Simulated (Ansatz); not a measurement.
Runs of Ansatz 0.2.0 on Bi. It takes space group P2/m (No. 10, monoclinic). The conventional cell has a = 3.238 Å, b = 3.222 Å, c = 6.444 Å, α = 90.00°, β = 90.72°, γ = 90.00°. Bi (site symmetry m) is surrounded by 6 Bi at 3.22 to 3.24 Å. This isn't the form of Bi at room conditions, which is rhombohedral.

| task | level | k mesh | cutoff (eV) | q mesh | points for each segment of the path | mesh quality | V0 of scaled cells (Å³/atom) | B0 (GPa) |
| --- | --- | --- | --- | --- | --- | --- | --- | --- |
| equation of state | PBEsol | 8 × 8 × 4 | 420 | - | - | not flagged | (c) | 54 |
| equation of state | PBE0 | 4 × 4 × 2 | 420 | - | - | coarse | 34.38 | 48 |
| equation of state | LDA | 8 × 8 × 4 | 420 | - | - | not flagged | 32.54 | (a) |
| equation of state | r2SCAN | 8 × 8 × 4 | 500 | - | - | not flagged | (b) | 51 |

Alike in all rows: potentials or basis Ansatz PAW; no spin polarisation; cell as given; smearing fermi-dirac 0.05 eV.

**Question.** Fill in the values left out.

**Answer.** (a) 57; (b) 34.32; (c) 33.33.

Caveats: some runs use coarse meshes; the cell was scaled at fixed shape and fractional positions, which overstates the stiffness of a crystal with free parameters, most of all of layers and chains; the PAW data sets were made with another functional, which shifts forces and pressure a little (some runs).
